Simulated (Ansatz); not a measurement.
**MnS: two electronic states of one cell**

An SCF can end in more than one state. Here MnS, a cell strained and shaken away from equilibrium, is run from each state found earlier: which lies lowest, and what else changes?

Computed, not measured: Ansatz 0.2.0, DFT, HSE06, plane waves, PAW.

## (1) Geometry

Cell: a = 6.649 Å, b = 3.730 Å, c = 3.774 Å, α = 59.87°, β = 74.33°, γ = 91.62°. Nearest neighbours (Å): Mn1: 6 S at 2.16 to 2.91; Mn2: 5 S at 2.44 to 2.75; S3: 6 Mn at 2.44 to 2.87; S4: 4 Mn at 2.16 to 2.69.

Coordinates:

```
Mn S
1.0
    -2.80135    5.40603    2.67048
     2.68011   -0.02237    2.59400
     2.68165    2.65512   -0.02391
Mn S
2 2
Direct
  0.01348 0.99418 0.99121
  0.52165 0.50650 0.97463
  0.28219 0.81792 0.43170
  0.79818 0.20615 0.62237
```

The states: A, Mn1 up, Mn2 down (collinear spin); B, Mn1 up, Mn2 up (collinear spin).

## (2) Run from state A

input.yaml

```yaml
crystal:
  lattice:
    - [-2.801352, 5.406028, 2.670483]
    - [2.680113, -0.022375, 2.593995]
    - [2.681653, 2.655122, -0.023915]
  atoms:
    - { symbol: Mn, position: [0.013476, 0.994175, 0.991206], spin: 4.1 }
    - { symbol: Mn, position: [0.521653, 0.5065, 0.974628], spin: -4.36 }
    - { symbol: S, position: [0.282189, 0.817917, 0.431696] }
    - { symbol: S, position: [0.798181, 0.206146, 0.622374] }
kpoints:
  mp_grid: { grid: [2, 3, 4], shift: [0, 0, 0] }
magnetization:
  spin_polarized: true
scf:
  occupations: { method: cold, width: 0.0354 }
hamiltonian:
  pseudopotentials: { kind: paw }
  xc: hse06
basis:
  ecutwfc: 420
  fft_grid_basis: typed
output:
  forces: true
  stress: true
  eigenvalues: true
  bader: true
  populations: true
  elf: true
  write_potential: true
  volumetric_format: npy
  dos:
    e_range: [-12, 8]
    de: 0.05
    projected: { site_lists: { Mn: [Mn], S: [S] } }
    method: { smearing: { sigma: 0.1, scheme: gaussian } }
```

Run with:

```
> ansatz run input.yaml --threads 2 --pin off --max-ram 5120MiB --backend cpu --events-out ev --progress --plain --runs-dir out
```

The program printed, cut to the lines that bear on the results:

```text
Warning: output.stress: scf.convergence.dr2_threshold = 1e-7 eV (the SCF's general default) is looser than the 4e-10 eV advised for a printed stress (1e-10 eV for each atom of the cell: 4). What an SCF threshold leaves in a stress goes as its square root, and in the free energy as the [...]
Warning: output.stress: scf.exx.energy_threshold = 1e-6 eV is looser than the 4e-8 eV advised for a stress under a hybrid functional (1e-8 eV for each atom of the cell: 4). Every SCF of the exchange loop can meet its threshold on dr2 while the loop round them stops early: no threshold on [...]
Warning: RAYON_NUM_THREADS=2 ignored (pool sized by the plan → 2); use --threads N
[...]
Pseudopotentials: kind: paw
Pseudopotential: Mn, paw, valence charge 15, recommended cutoff 420 eV (normal), Mn.paw.azcp
Pseudopotential: S, paw, valence charge 6, recommended cutoff 420 eV (normal), S.paw.azcp
Functional definition: HSE06
[...]
Crystal: 4 atoms, lattice volume = 76.408 Å³
Basis set: ecut = 420 eV, 1485 PW (Γ), exchange–correlation on 90×50×54 points (8 copies of the dense FFT grid, shifted against one another)
Bands: 31, of which v1, the nominal top of the filled ones, is band 21 counted from 1 (20 counted from 0)
Symmetry: 1 space group operations
Space group: P1 (ITA 1), of the structure as read, at distance tolerance 4.2e-5 Å
Magnetic group: BNS 1.1 (UNI 1), of the structure as read, at distance tolerance 4.2e-5 Å
k-points: 14 of 24 (time reversal used)
[...]
Starting moments: Σ|m| = 8.46 μB on 2 of 4 sites
[...]
SCF iter   1: F=—  HF=-9605.042877 eV  |F-HF|=—  |Δ(HF+E_count)|=         —  Δρ=8.27e-2 (↑8.13e-2 ↓8.27e-2)  dr2=2.02e1  dr2_m=3.59e-1  M=-0.174 μB ∫|m|=7.477 μB  β_m=0.30  ethr=4.87e-2  ⟨swp⟩=2.1  Hψ=4249  notcnv=0
[...]
hybrid SCF converged: 3 outer / 20 inner (+10 warm-up), last move |dexx| = 1.30e-8 eV, tail = 6.14e-10 eV
Magnetization: 0.0000 μB (21.0000 up, 21.0000 down)
Absolute magnetization: 9.5224 μB (∫|ρ↑−ρ↓|, with the PAW one-centre terms)
Spin contamination: 4.9360 ħ² per cell (⟨S²⟩ above its minimum at these occupations)
Per-site moments (μB) at R_I (Å): [(4.097683905661564, 0.8892254458341681), (-4.359143704073842, 1.005680211563033), (-0.008150601649521973, 1.005680211563033), (0.01772961741165928, 0.8892254458341681)]
Free energy (F): -9605.069376 eV
Frozen-core exchange: fock
[...]
E sigma→0 (E₀):  -9605.069376 eV
Fermi energy:    9.617959 eV
Step filling:    the computed levels leave a gap of 2.6167 eV = 73.9 smearing widths at the electron count; against every level under it full and every level over it empty, smearing changes F+E_penalty+E_count by +0.00e0 meV and its σ→0 estimate by +0.00e0 meV
[...]
--- Forces (eV/Å), atoms counted from 1 ---
  atom   1  Mn    -0.41577847     2.88531870     0.16501470
  atom   2  Mn     0.15274457    -0.22356977     0.34722502
  atom   3  S     -0.00873619     0.33298181    -0.34640587
  atom   4  S      0.27177734    -2.99472606    -0.16583528
[...]
--- Stress (GPa, compression-positive) ---
       -4.273151       0.006300       1.004890
        0.006300       6.602397      -0.522403
        1.004890      -0.522403      -2.218763
  P = ⅓ Tr σ = 0.0368 GPa (0.368 kbar)
--- Band table (eV; the first three rows and the last of 28) ---
[...]
--- Löwdin populations: 4 sites ---
  site symbol       q [e]    m [muB]
     0     Mn     13.8677     4.6382
     1     Mn     13.8311    -4.6889
     2      S      7.0483    -0.0321
     3      S      6.9939     0.0719
  spilling = 0.006164 (of n_electrons = 42.000000)
--- Bader charges: 4 sites ---
  site symbol  charge [e]  shift [e]    m [muB]
     0     Mn      1.2821     0.0001     4.5616
     1     Mn      1.3024     0.0010    -4.6142
     2      S     -1.3112     0.0008    -0.0292
     3      S     -1.2733     0.0001     0.0818
  estimated error of the sums over rays = 4.4e-4 e
```

Wall time 1.8 min (2 threads of an Arm CPU, shared host); peak memory 0.92 GiB.

## (3) What state A looks like

States per cell by energy window, from dos.tsv and pdos.tsv (Gaussian smearing of 0.1 eV; eV from the Fermi level):

```csv
from,to,total,up,down,Mn s,Mn d,S p
-9.0,-8.0,0.03,0.03,0.01,0.01,0.01,0.02
-8.0,-7.0,1.95,0.99,0.95,0.19,0.74,0.99
-7.0,-6.0,6.18,2.98,3.19,0.15,3.88,2.05
-6.0,-5.0,4.79,2.35,2.45,0.13,3.49,1.10
-5.0,-4.0,3.39,1.70,1.69,0.14,1.09,2.05
-4.0,-3.0,2.54,1.16,1.38,0.04,0.53,1.89
-3.0,-2.0,2.86,1.64,1.22,0.04,0.69,2.04
-2.0,-1.0,0.26,0.15,0.11,0.00,0.06,0.19
-1.0,0.0,0.00,0.00,0.00,0.00,0.00,0.00
0.0,1.0,0.00,0.00,0.00,0.00,0.00,0.00
1.0,2.0,2.13,1.03,1.10,0.30,1.37,0.06
2.0,3.0,5.32,2.69,2.63,0.45,3.94,0.21
3.0,4.0,3.69,1.85,1.85,0.32,2.52,0.32
4.0,5.0,2.69,1.42,1.28,0.55,0.56,0.28
```

On the mesh the valence top lies at -1.33 eV and the conduction bottom at 1.28 eV on this scale.

Gathered by element (positive charge: electrons given up): Löwdin charges also hold the electrons that the projection spills.

```csv
element,atoms,Bader charge (e),Bader volume (Å³),Löwdin charge (e),"Bader moment, size (μB)"
Mn,2,+1.28 to +1.30,12.1 to 12.7,+1.13 to +1.17,4.56 to 4.61
S,2,-1.31 to -1.27,25.4 to 26.2,-1.05 to -0.99,0.03 to 0.08
```

Löwdin charges rest on a small set of atomic orbitals that misses 0.6 % of the electrons, so they need not add up to the cell's charge and can differ from Bader's even in sign.

The main site moments: Mn1 up, Mn2 down.

## (4) Run from state B

Edit input.yaml of step 2 so:

```diff
@@ -6,4 +6,4 @@
   atoms:
-    - { symbol: Mn, position: [0.013476, 0.994175, 0.991206], spin: 4.1 }
-    - { symbol: Mn, position: [0.521653, 0.5065, 0.974628], spin: -4.36 }
+    - { symbol: Mn, position: [0.013476, 0.994175, 0.991206], spin: 4.15 }
+    - { symbol: Mn, position: [0.521653, 0.5065, 0.974628], spin: 4.43 }
     - { symbol: S, position: [0.282189, 0.817917, 0.431696] }
```

Run with:

```
> ansatz run input.yaml --threads 2 --pin off --max-ram 5120MiB --backend cpu --events-out ev --progress --plain --runs-dir out
```

The program printed, cut to the lines that bear on the results:

```text
Warning: output.stress: scf.convergence.dr2_threshold = 1e-7 eV (the SCF's general default) is looser than the 4e-10 eV advised for a printed stress (1e-10 eV for each atom of the cell: 4). What an SCF threshold leaves in a stress goes as its square root, and in the free energy as the [...]
Warning: output.stress: scf.exx.energy_threshold = 1e-6 eV is looser than the 4e-8 eV advised for a stress under a hybrid functional (1e-8 eV for each atom of the cell: 4). Every SCF of the exchange loop can meet its threshold on dr2 while the loop round them stops early: no threshold on [...]
Warning: RAYON_NUM_THREADS=2 ignored (pool sized by the plan → 2); use --threads N
[...]
[... 4 set-up lines as earlier in the session ...]
[...]
Crystal: 4 atoms, lattice volume = 76.408 Å³
Basis set: ecut = 420 eV, 1485 PW (Γ), exchange–correlation on 90×50×54 points (8 copies of the dense FFT grid, shifted against one another)
[...]
Step filling:    the computed levels leave a gap of 1.4664 eV = 41.4 smearing widths at the electron count; against every level under it full and every level over it empty, smearing changes F+E_penalty+E_count by +2.24e-192 meV and its σ→0 estimate by -1.38e-187 meV
[...]
--- Forces (eV/Å), atoms counted from 1 ---
  atom   1  Mn    -0.37761223     3.03593658     0.16741896
  atom   2  Mn     0.25012768    -0.25466596     0.31591060
  atom   3  S     -0.04541707     0.34647805    -0.38693941
  atom   4  S      0.17291142    -3.12775679    -0.09639120
[...]
--- Stress (GPa, compression-positive) ---
       -2.565394      -0.238025       0.978974
       -0.238025       8.149857      -0.226280
        0.978974      -0.226280      -0.544479
  P = ⅓ Tr σ = 1.6800 GPa (16.800 kbar)
--- Band table (eV; the first three rows and the last of 28) ---
[...]
--- Löwdin populations: 4 sites ---
  site symbol       q [e]    m [muB]
     0     Mn     13.8433     4.7159
     1     Mn     13.8048     4.7840
     2      S      7.0659     0.1965
     3      S      7.0188     0.2254
  spilling = 0.006363 (of n_electrons = 42.000000)
--- Bader charges: 4 sites ---
  site symbol  charge [e]  shift [e]    m [muB]
     0     Mn      1.2899     0.0000     4.6537
     1     Mn      1.3101     0.0009     4.7286
     2      S     -1.3183     0.0008     0.2918
     3      S     -1.2817     0.0001     0.3259
  estimated error of the sums over rays = 4.4e-4 e
```

It took 1.9 min on 2 threads of an Arm CPU, shared host; peak memory 0.93 GiB.

## (5) State B: levels and charges

States per cell by energy window, from dos.tsv and pdos.tsv (Gaussian smearing of 0.1 eV; eV from the Fermi level):

```csv
from,to,total,up,down,Mn s,Mn d,S p
-9.0,-8.0,0.03,0.03,0.00,0.01,0.01,0.02
-8.0,-7.0,1.12,1.10,0.02,0.11,0.45,0.54
-7.0,-6.0,4.34,3.81,0.52,0.14,2.60,1.55
-6.0,-5.0,6.53,5.04,1.49,0.14,4.89,1.40
-5.0,-4.0,3.25,1.95,1.29,0.19,1.17,1.76
-4.0,-3.0,3.48,1.28,2.19,0.06,0.71,2.60
-3.0,-2.0,1.79,1.33,0.46,0.03,0.30,1.40
-2.0,-1.0,1.28,1.26,0.02,0.02,0.26,0.94
-1.0,0.0,0.19,0.19,0.00,0.00,0.03,0.15
0.0,1.0,0.04,0.00,0.04,0.00,0.03,0.00
1.0,2.0,0.97,0.04,0.93,0.05,0.72,0.02
2.0,3.0,3.55,0.42,3.13,0.45,2.48,0.12
3.0,4.0,5.82,0.82,5.00,0.49,4.28,0.29
```

On the mesh the valence top lies at -0.76 eV and the conduction bottom at 0.71 eV on this scale.

By element, from the tables in the log (a charge is positive for electrons lost): Löwdin charges also hold the electrons that the projection spills.

```csv
element,atoms,Bader charge (e),Bader volume (Å³),Löwdin charge (e),"Bader moment, size (μB)"
Mn,2,+1.29 to +1.31,12.1 to 12.7,+1.16 to +1.19,4.65 to 4.73
S,2,-1.32 to -1.28,25.3 to 26.2,-1.07 to -1.02,0.29 to 0.33
```

Löwdin charges rest on a small set of atomic orbitals that misses 0.6 % of the electrons, so they need not add up to the cell's charge and can differ from Bader's even in sign.

The main site moments: Mn1 up, Mn2 up.

## (6) The states side by side

```csv
state,free energy (meV/atom),largest site moment (μB),size of the net moment (μB/cell),gap (eV),pressure (GPa),largest force (eV/Å),SCF cycles
A,0.0,4.36,0.00,2.62,0.0,3.01,30
B,36.2,4.43,10.00,1.47,1.7,3.13,43
```

What this shows: State A wins by 36.2 meV per atom over B. The atoms are far from rest (forces to 3.1 eV/Å), so order and character hold for this geometry alone. At the same volume their pressures differ by 1.6 GPa. Every run converged, so convergence alone does not show that a state is the lowest.

Keep in mind: hybrid functional on a coarse k mesh, so gap or metal on the mesh may not be true; the exchange threshold is loose for a stress; the SCF threshold is loose for a stress.
